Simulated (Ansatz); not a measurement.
# CsI: biaxial strain −1.47 %, plane normal [001], relaxed out of plane

Start from CsI in the CsCl type structure (space group Pm-3m, No. 221; a = 4.610 Å). Axes: x, y, z lie along the cube axes.

Modification: biaxial strain −1.47 %, plane normal [001], relaxed out of plane (Cartesian); in-plane vectors clamped, the third vector and the atoms free.

Method: plane-wave PAW DFT at the r2SCAN level (Ansatz, a quantum-chemistry and plane-wave program, 500 eV), scalar-relativistic without spin-orbit coupling. Settings: 7×7×7 k-points, 0.05 eV Fermi–Dirac smearing.

* **Volume per atom**: 47.95 Å³ (base 48.99 Å³)
* **Energy relative to the base (free energy F)**: +1.9 meV/atom
* **Pressure (mean of the normal stresses, compression positive)**: 0.28 GPa (base 0.01 GPa)
* **Band gap**: 4.50 eV (base 4.51 eV)
* **Gap character**: indirect, R → Γ
* **Smallest direct gap**: 4.58 eV (base 4.60 eV)
* **Electron mass**: 0.25 mₑ out of plane, 0.47 mₑ in plane (at Γ) (base 0.29 mₑ (at Γ))
* **Valley order (the lowest conduction-band minima on the path, energy above the VBM, named in the base's zone)**: Γ 4.50 eV; M along [011] 4.73 eV; M along [110] 4.76 eV (base Γ 4.51 eV; M along ⟨110⟩ 4.77 eV)
* **Out-of-plane strain**: +0.83 %
* **Ratio −ε⊥/ε∥**: 0.57
* **Mean in-plane stress (compression positive)**: +0.4 GPa

Final structure (turned so that z lies along the plane normal):

```yaml
crystal:
  lattice:
    - [4.54227, 0.00000, 0.00000]
    - [0.00000, 4.54227, 0.00000]
    - [0.00000, 0.00000, 4.64837]
  atoms:
    - { symbol: Cs, position: [0.00000, 0.00000, 0.00000] }
    - { symbol: I, position: [0.50000, 0.50000, 0.50000] }
```

With I present, leaving out spin-orbit coupling can change the band edges. Effective masses come from finite differences of ±0.01 Å⁻¹. Whether these cells are dynamically stable was not tested. Labels are those of the standard path for the cell's own space group.
